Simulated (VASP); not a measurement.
# Na2S (Fm-3m) in VASP: settings compared, part 2 of 2

VASP 6.6.1. Earlier steps stand in the parts before.

### Step 3. Relaxation of cell and atoms, PBEsol

This run uses another cell than the first one, of 23.39 Å³/atom, 1.021 times its volume.

INCAR

```
SYSTEM = Na2S
PREC     = Accurate       ! precision mode
ENCUT    = 600            ! plane-wave cutoff, eV
EDIFF    = 1E-6           ! SCF threshold, eV
ISMEAR   = 0              ! smearing method
SIGMA    = 0.01           ! smearing width, eV
LREAL    = .FALSE.        ! projectors in reciprocal space
LASPH    = .TRUE.         ! aspherical terms in the spheres
NELM     = 100            ! most SCF steps
ALGO     = Normal         ! electronic algorithm
ISIF     = 3              ! what is computed and relaxed
LWAVE    = .FALSE.        ! write WAVECAR
LCHARG   = .FALSE.        ! write CHGCAR
GGA      = PS             ! functional
IBRION   = 2              ! ionic algorithm
NSW      = 60             ! ionic steps
EDIFFG   = -0.01          ! ionic threshold
```

KPOINTS

```
regular mesh
0
G
  5 5 5
  0 0 0
```

POSCAR

```
Na2S
1.0
    0.0000000000      3.2735000000      3.2735000000
    3.2735000000      0.0000000000      3.2735000000
    3.2735000000      3.2735000000      0.0000000000
Na S
2 1
Direct
    0.2500000000      0.2500000000      0.2500000000
    0.7500000000      0.7500000000      0.7500000000
    0.0000000000      0.0000000000      0.0000000000
```

Potentials or basis: VASP PAW PBE potentials, release 64 (Na_pv, S).

Launch:

```
> cat potpaw_PBE.64/Na_pv/POTCAR potpaw_PBE.64/S/POTCAR > POTCAR
> mpirun -np 1 vasp_std > vasp.out
```

OUTCAR:

```text
SYSTEM = Na2S
   PREC = Accurate
   ENCUT = 600
   EDIFF = 1E-6
   ISMEAR = 0
   LREAL = .FALSE.
   LASPH = .TRUE.
   NELM = 100
   ISIF = 3
   GGA = PS
   IBRION = 2
   NSW = 60
   EDIFFG = -0.01

 ion  position               nearest neighbor table
   1  0.250  0.250  0.250-
   2  0.750  0.750  0.750-
   3  0.000  0.000  0.000-

  LATTYP: Found a face centered cubic cell.
 ALAT       =     6.5470000000

  Lattice vectors:

 A1 = (   0.0000000000,   3.2735000000,   3.2735000000)
 A2 = (   3.2735000000,   0.0000000000,   3.2735000000)
 A3 = (   3.2735000000,   3.2735000000,   0.0000000000)

Analysis of symmetry for initial positions (statically):
=====================================================================
 Subroutine PRICEL returns:
 Original cell was already a primitive cell.

 Routine SETGRP: Setting up the symmetry group for a
 face centered cubic supercell.

 Subroutine GETGRP returns: Found 48 space group operations
 (whereof 48 operations were pure point group operations)
 out of a pool of 48 trial point group operations.

The static configuration has the point symmetry O_h .

Analysis of symmetry for dynamics (positions and initial velocities):
=====================================================================
 Subroutine PRICEL returns:
 Original cell was already a primitive cell.

 Routine SETGRP: Setting up the symmetry group for a
 face centered cubic supercell.

 Subroutine GETGRP returns: Found 48 space group operations
 (whereof 48 operations were pure point group operations)
 out of a pool of 48 trial point group operations.

The dynamic configuration has the point symmetry O_h .

 Subroutine INISYM returns: Found 48 space group operations
 (whereof 48 operations are pure point group operations),
 and found     1 'primitive' translations

[... 96 lines left out ...]
   ISMEAR =     0;   SIGMA  =   0.01  broadening in eV -4-tet -1-fermi 0-gaus
   EFERMI_NEDOS =   21; number of points for ismear=-14 and -15
   IALGO  =     38    algorithm
   IMIX   =      4    mixing-type and parameters
     AMIX     =   0.40;   BMIX     =  1.00
     AMIX_MAG =   1.60;   BMIX_MAG =  1.00
  volume/ion in A,a.u.               =      23.39       157.81
  Fermi-wavevector in a.u.,A,eV,Ry     =   1.077447  2.036079 15.794888  1.160892
  Thomas-Fermi vector in A             =   2.213359
   LORBIT       =      0    0 simple, 1 ext, 2 COOP (PROOUT), +10 PAW based schemes
   GGA     = PS    functional components
   LHFCALC =     F    Hartree Fock is set to
   AEXX    =    0.0000 exact exchange contribution
   IVDW    =     0    specifies the selected vdW correction
   LEPSILON=     F    determine dielectric tensor
   LRPA    =     F    only Hartree local field effects (RPA)
 conjugate gradient relaxation of ions
 non-spin polarized calculation
 Gauss-broadening in eV      SIGMA  =   0.01
  energy-cutoff  :      600.00
  volume of cell :       70.16
 maximum number of plane-waves:      2352
 NGX is ok and might be reduce to    40
   NGX = 19   NGY = 19   NGZ = 19

--------------------------------------- Ionic step        1  -------------------------------------------

 number of electron      19.9999993 magnetization

 Free energy of the ion-electron system (eV)
  ---------------------------------------------------
  ext. energy  EPLUGINS =         0.00000000
  ---------------------------------------------------
  free energy    TOTEN  =       -10.37272105 eV

  energy without entropy =      -10.37272105  energy(sigma->0) =      -10.37272105

------------------------ aborting loop because EDIFF is reached ----------------------------------------

  FORCE on cell =-STRESS in cart. coord.  units (eV):
  Direction    XX          YY          ZZ          XY          YZ          ZX
  --------------------------------------------------------------------------------------
  -------------------------------------------------------------------------------------
  Total       -0.2339902     -0.2339902     -0.2339902      0.0000000      0.0000000     -0.0000000
  in kB       -5.3436884     -5.3436884     -5.3436884      0.0000000      0.0000000     -0.0000000
  external PRESSURE =      -5.3436884 kB  Pullay stress =       0.0000000 kB
[... 135 lines left out ...]
--------------------------------------- Ionic step        5  -------------------------------------------

 number of electron      19.9999989 magnetization

 Free energy of the ion-electron system (eV)
  ---------------------------------------------------
  ext. energy  EPLUGINS =         0.00000000
  ---------------------------------------------------
  free energy    TOTEN  =       -10.37491204 eV

  energy without entropy =      -10.37491204  energy(sigma->0) =      -10.37491204

 E-fermi :   0.2343     XC(G=0):  -8.0121

 val. band max:        0.1788141597   @ k =   0.0000   0.0000   0.0000
 cond. band min:       2.5925168197   @ k =   0.0000   0.0000   0.0000
 fundamental gap:      2.4137026600
 Fermi energy:         0.2343175405

 k-point     1 :       0.0000    0.0000    0.0000
  band No.  band energies     occupation
      1     -21.8577      2.00000
      2     -21.8577      2.00000
      3     -21.8577      2.00000
      4     -21.8000      2.00000
      5     -21.8000      2.00000
      6     -21.8000      2.00000
      7      -9.9709      2.00000
      8       0.1788      2.00000
      9       0.1788      2.00000
     10       0.1788      2.00000
     11       2.5925      0.00000
     12       7.8918      0.00000
     13       7.8918      0.00000
     14       7.8918      0.00000
[... 181 lines left out ...]
  FREE ENERGIE OF THE ION-ELECTRON SYSTEM (eV)
  ---------------------------------------------------
  free  energy   TOTEN  =       -10.3749120434 eV

  energy  without entropy=      -10.3749120434  energy(sigma->0) =      -10.37491204

 reached required accuracy - stopping structural energy minimisation
```

CONTCAR:

```text
Na2S
   1.00000000000000
     0.0000000000000000    3.2537530908314691    3.2537530908314691
     3.2537530908314691    0.0000000000000000    3.2537530908314691
     3.2537530908314691    3.2537530908314691   -0.0000000000000000
  Na              S
     2     1
Direct
     0.2500000000000000    0.2500000000000000    0.2500000000000000
     0.7500000000000000    0.7500000000000000    0.7500000000000000
     0.0000000000000000    0.0000000000000000    0.0000000000000000

  0.00000000E+00  0.00000000E+00  0.00000000E+00
  0.00000000E+00  0.00000000E+00  0.00000000E+00
  0.00000000E+00  0.00000000E+00  0.00000000E+00
```

Run time: 20 s. Hardware: 1 thread of Intel Xeon 6975P-C (Granite Rapids), shared host; peak memory 0.23 GiB.

Results:

| Item | Value |
| --- | --- |
| Free energy | -10.3749 eV |
| Relaxed volume | 22.96 Å³/atom |
| Relaxed cell | a = 4.602 Å, b = 4.602 Å, c = 4.602 Å, α = 60.00°, β = 60.00°, γ = 60.00° |
| Space group after relaxing (to 0.05 Å) | Fm-3m (No. 225) |
| Energy gained by relaxing | 0.7 meV/atom |
| Ionic steps | 5 |
| Pressure after relaxing | 0.0 GPa |
| Band gap on the k mesh | 2.41 eV, direct |

The path:
| step | energy change (eV) | largest force (eV/Å) | pressure (GPa) | volume (Å³) |
| --- | --- | --- | --- | --- |
| 1 | 0.0000 | 0.0000 | -0.53 | 70.16 |
| 2 | -0.0018 | 0.0000 | -0.18 | 69.37 |
| 3 | -0.0021 | 0.0000 | -0.09 | 69.10 |
| 4 | -0.0021 | 0.0000 | 0.15 | 68.56 |
| 5 | -0.0022 | 0.0000 | -0.04 | 68.89 |

Final structure:
```
CELL_PARAMETERS angstrom
0.00000 3.25375 3.25375
3.25375 0.00000 3.25375
3.25375 3.25375 0.00000
ATOMIC_POSITIONS crystal
Na 0.25000 0.25000 0.25000
Na 0.75000 0.75000 0.75000
S 0.00000 0.00000 0.00000
```

Caveat: the PAW data sets were made with another functional, which shifts forces and pressure a little.

### Step 4. Single point, r2SCAN

POSCAR

```
Na2S
1.0
    0.0000000000      3.2506694319      3.2506694319
    3.2506694319      0.0000000000      3.2506694319
    3.2506694319      3.2506694319      0.0000000000
Na S
2 1
Direct
    0.2500000000      0.2500000000      0.2500000000
    0.7500000000      0.7500000000      0.7500000000
    0.0000000000      0.0000000000      0.0000000000
```

INCAR.step1

```
SYSTEM = Na2S
PREC     = Accurate       ! precision mode
ENCUT    = 520            ! plane-wave cutoff, eV
ISMEAR   = 0              ! smearing method
SIGMA    = 0.01           ! smearing width, eV
LREAL    = .False.        ! projectors in reciprocal space
LASPH    = .True.         ! aspherical terms in the spheres
NELM     = 100            ! most SCF steps
NBANDS   = 17             ! bands
GGA      = PE             ! functional
ALGO     = Normal         ! electronic algorithm
EDIFF    = 1E-4           ! SCF threshold, eV
LWAVE    = .True.         ! write WAVECAR
LCHARG   = .False.        ! write CHGCAR
```

INCAR.step2

```
SYSTEM = Na2S
PREC     = Accurate       ! precision mode
ENCUT    = 520            ! plane-wave cutoff, eV
EDIFF    = 1E-6           ! SCF threshold, eV
ISMEAR   = 0              ! smearing method
SIGMA    = 0.01           ! smearing width, eV
LREAL    = .False.        ! projectors in reciprocal space
LASPH    = .True.         ! aspherical terms in the spheres
NELM     = 100            ! most SCF steps
ALGO     = Normal         ! electronic algorithm
ISIF     = 2              ! what is computed and relaxed
LWAVE    = .False.        ! write WAVECAR
LCHARG   = .False.        ! write CHGCAR
METAGGA  = R2SCAN         ! meta-GGA
LMIXTAU  = .True.       
NBANDS   = 17             ! bands
ISTART   = 1
```

KPOINTS

```
Automatic mesh
0
Gamma
  6 6 6
  0 0 0
```

Launch:

```
> cat potpaw_PBE.64/Na_pv/POTCAR potpaw_PBE.64/S/POTCAR > POTCAR
> cp INCAR.step1 INCAR
> mpirun -np 1 vasp_std > vasp.out
> cp INCAR.step2 INCAR
> mpirun -np 1 vasp_std > vasp.out
```

It took 31 s on 1 thread of Intel Xeon 6975P-C (Granite Rapids), shared host; peak memory 0.2 GiB.

It converged, with:

- Free energy: -18.9663 eV
- Pressure: 0.1 GPa
- Band gap on the k mesh: 3.13 eV, direct

Levels at points of the mesh, in eV from the valence-band top:
| k point | band 8 | band 9 | band 10 | band 11 | band 12 | band 13 |
| --- | --- | --- | --- | --- | --- | --- |
| (0.00, 0.00, 0.00) | 0.00 | 0.00 | 0.00 | 3.13 | 8.48 | 8.48 |
| (0.50, 0.00, 0.00) | -1.63 | -0.13 | -0.13 | 5.59 | 7.00 | 7.70 |
| (0.50, 0.50, 0.00) | -1.45 | -0.45 | -0.45 | 4.20 | 6.79 | 9.47 |

Caveat: the PAW data sets were made with another functional, which shifts forces and pressure a little. r2SCAN opens gaps a little over a GGA but as a rule still falls short of measured ones.

### Step 5. Overview

| task | level | cell | k mesh | cutoff (eV) | gap on the mesh (eV) | pressure (GPa) |
| --- | --- | --- | --- | --- | --- | --- |
| single point | PBEsol | Fm-3m, 22.9 Å³/atom | 5 × 5 × 5 | 520 | 2.42 | 0.1 |
| relaxation of cell and atoms | PBEsol | relaxed | 5 × 5 × 5 | 600 | 2.41 | 0.0 |
| single point | r2SCAN | Fm-3m, 22.9 Å³/atom | 6 × 6 × 6 | 520 | 3.13 | 0.1 |

Alike in all rows: potentials or basis VASP PAW PBE potentials, release 64 (Na_pv, S); no spin polarisation; smearing gaussian 0.01 eV.

Caveats: the PAW data sets were made with another functional, which shifts forces and pressure a little.

Total energies depend on the potentials used, so only differences within one code and one set of settings carry meaning.
